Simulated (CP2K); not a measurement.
Input of a CP2K 2026.2 run:

File gaas_charges.inp:

```
&GLOBAL
  PROJECT gaas_charges
  RUN_TYPE ENERGY_FORCE
  PRINT_LEVEL LOW
&END GLOBAL
&FORCE_EVAL
  METHOD QS
  STRESS_TENSOR ANALYTICAL
  &DFT
    BASIS_SET_FILE_NAME BASIS_ccGRB_UZH
    POTENTIAL_FILE_NAME POTENTIAL_UZH
    &MGRID
      CUTOFF 450
      REL_CUTOFF 60
      NGRIDS 4
    &END MGRID
    &QS
      METHOD GPW
      EPS_DEFAULT 1.0E-9
    &END QS
    &KPOINTS
      SCHEME MONKHORST-PACK 8 8 8
      GAMMA_CENTERED T
      SYMMETRY T
      SYMMETRY_BACKEND SPGLIB
    &END KPOINTS
    &SCF
      SCF_GUESS ATOMIC
      EPS_SCF 1.0E-6
      MAX_SCF 100
      ADDED_MOS 10
      CHOLESKY OFF
      EPS_EIGVAL 1.0E-7
      &DIAGONALIZATION ON
        ALGORITHM STANDARD
      &END DIAGONALIZATION
      &MIXING ON
        METHOD BROYDEN_MIXING
        ALPHA 0.4
        BETA 1.5
        NBUFFER 8
      &END MIXING
      &SMEAR ON
        METHOD FERMI_DIRAC
        ELECTRONIC_TEMPERATURE [K] 580.226
      &END SMEAR
    &END SCF
    &XC
      &XC_FUNCTIONAL PBE
      &END XC_FUNCTIONAL
    &END XC
    &PRINT
      &KPOINTS ON
      &END KPOINTS
      &MULLIKEN ON
      &END MULLIKEN
      &MO ON
        ENERGIES T
        OCCUPATION_NUMBERS T
        &EACH
          QS_SCF 0
        &END EACH
        ADD_LAST NUMERIC
      &END MO
      &LOWDIN ON
      &END LOWDIN
      &HIRSHFELD ON
        SHAPE_FUNCTION GAUSSIAN
      &END HIRSHFELD
      &VORONOI ON
        VORONOI_RADII COVALENT
      &END VORONOI
    &END PRINT
  &END DFT
  &SUBSYS
    &CELL
      A 3.9977696088 0.0000000000 0.0000000000
      B 1.9988848044 3.4621700397 0.0000000000
      C 1.9988848044 1.1540566799 3.2641652169
      PERIODIC XYZ
    &END CELL
    &COORD
      SCALED
      As  0.7500000000 0.7500000000 0.7500000000
      Ga  0.0000000000 0.0000000000 0.0000000000
    &END COORD
    &KIND As
      BASIS_SET ccGRB-D-q5
      POTENTIAL GTH-PBE-q5
    &END KIND
    &KIND Ga
      BASIS_SET ccGRB-D-q13
      POTENTIAL GTH-PBE-q13
    &END KIND
    &PRINT
      &ATOMIC_COORDINATES ON
      &END ATOMIC_COORDINATES
      &CELL ON
      &END CELL
    &END PRINT
  &END SUBSYS
  &PRINT
    &FORCES ON
    &END FORCES
    &STRESS_TENSOR ON
    &END STRESS_TENSOR
  &END PRINT
&END FORCE_EVAL
```

Potentials or basis: POTENTIAL_UZH As GTH-PBE-q5, Ga GTH-PBE-q13; ccGRB-D basis.

Run with:

```sh
$ OMP_NUM_THREADS=1 cp2k.psmp -i gaas_charges.inp -o gaas_charges.out
```

(1) Estimate the Mulliken charges.

(2) Predict the Hirshfeld charges.

(3) Estimate the band gap on the k mesh.

(4) What does it give for the Voronoi charges?

(5) What does it give for the pressure?

Results:

(1) As +0.01; Ga -0.01 e.

(2) As +1.10; Ga -1.10 e.

(3) 0.60 eV, direct.

(4) As +0.04; Ga -0.04 e.

(5) 5.8 GPa.

Caveat: the basis of atomic orbitals isn't converged, which shifts pressures, moduli and gaps.

**What was measured.**

“Evidence of valence band perturbations in GaAsN/GaAs(001): A combined variable-angle spectroscopic ellipsometry and modulated photoreflectance investigation”, 2008, arxiv:0805.2212 reports, for a bulk crystal of GaAs at 300 K: band gap 1.418 ± 0.005 eV (direct).

Against the measured gap of GaAs, 1.418 eV (direct; 300 K; “Evidence of valence band perturbations in GaAsN/GaAs(001): A combined variable-angle spectroscopic ellipsometry and modulated photoreflectance investigation”, 2008, arxiv:0805.2212), the calculated 0.60 eV is off by -0.81 eV. 3 values of this kind are on record (1.412 to 1.51 eV); this one was drawn at random among those near their median, those with a stated uncertainty first. Spin-orbit coupling on As, Ga is left out. The value is that of PBE in an atomic basis (POTENTIAL_UZH As GTH-PBE-q5, Ga GTH-PBE-q13; ccGRB-D basis), whose error adds to the functional's, on a finite k mesh, which can miss the band edges, without temperature or zero-point motion. Semilocal functionals fall short of measured gaps as a rule.
